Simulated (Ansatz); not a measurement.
# BaTiO3 (Barioperovskite): how the settings move a single-point run

Aim: see which settings change the result for BaTiO3 (Barioperovskite), by how much, and at what cost.

Method: reference: DFT, HSE06, plane waves, PAW, in Ansatz 0.2.0.

2 further runs of the same task are left out: 2 that didn't finish.

**1. The system as given**

It takes space group Amm2 (No. 38, orthorhombic). Conventional cell: a = 3.963 Å, b = 5.715 Å, c = 5.748 Å, α = 90.00°, β = 90.00°, γ = 90.00°. Ba (site symmetry mm2) is surrounded by 12 O at 2.77 to 2.98 Å. Ti (site symmetry mm2) is surrounded by 6 O at 1.85 to 2.21 Å. Around O (site symmetry mm2) lie 2 Ti at 1.99 Å and 4 Ba at 2.77 to 2.98 Å. O (site symmetry m) has 2 Ti at 1.85 to 2.21 Å as nearest neighbours.

Structure file:

```
Ba Ti O
1.0
     3.96341    0.00000    0.00000
     0.00000    2.85775    2.87421
     0.00000   -2.85775    2.87421
Ba Ti O
1 1 3
Cartesian
  0.0000 0.0000 0.0484
  1.9817 0.0000 3.0119
  0.0000 0.0000 2.8190
  1.9817 -1.3894 4.2369
  1.9817 1.3894 4.2369
```

**2. The reference run**

Contents of input.yaml:

```yaml
crystal:
  lattice:
    - [3.963414398, 0.0, 0.0]
    - [0.0, 2.8577462615, 2.8742108424]
    - [0.0, -2.8577462615, 2.8742108424]
  atoms:
    - { symbol: Ba, position: [0.0, 0.0084123005, 0.0084123005] }
    - { symbol: Ti, position: [0.5, 0.5239607265, 0.5239607265] }
    - { symbol: O, position: [0.0, 0.4903884208, 0.4903884208] }
    - { symbol: O, position: [0.5, 0.4939726399, 0.9801459124] }
    - { symbol: O, position: [0.5, 0.9801459124, 0.4939726399] }
kpoints:
  mp_grid: { grid: [4, 4, 4] }
hamiltonian:
  xc: hse06
scf:
  occupations: { method: fixed }
  n_extra_bands: 5
output:
  forces: true
  stress: true
  eigenvalues: true
```

Started as:

```bash
$ ansatz run input.yaml --threads 4 --pin off --max-ram 4608MiB --backend cpu --events-out ev --progress --plain --runs-dir out
```

**3. Changing settings: occupations.method cold, occupations.width 0.001**

input.yaml, as its differences from that of step 2:

```diff
@@ -16,3 +16,3 @@
 scf:
-  occupations: { method: fixed }
+  occupations: { method: cold, width: 0.001 }
   n_extra_bands: 5
```

**Question.** What will these runs give? Wanted: for each run, ending; energy change; pressure; gap; force.

The runs gave:

```
                                                run     ending       energy change  pressure (GPa)  gap (eV)  force (eV/Å)  cycles  time
                                          reference  converged                   0            -2.1      3.75          0.28      18  48 s
1: occupations.method cold, occupations.width 0.001  converged  0.0 meV/atom (σ→0)            -2.1      3.75          0.28      18  46 s
```

Residual by cycle in the longest SCF loop of each run; runs are numbered as in the table. The quantity is the density residual dr2, in eV.

```
cycle  reference    run 1
    1       0.81    0.776
    2      0.878    0.848
    3     0.0147    0.014
    4     0.0045  0.00483
    5     2.2e-4   2.3e-4
    6     2.5e-4   2.2e-4
    7     1.9e-5   1.2e-5
    8     2.7e-6   2.5e-6
```

The changed input (smearing) leaves the energy the same to the digits printed. The gap of the reference lacks spin-orbit coupling, though the cell holds Ba.
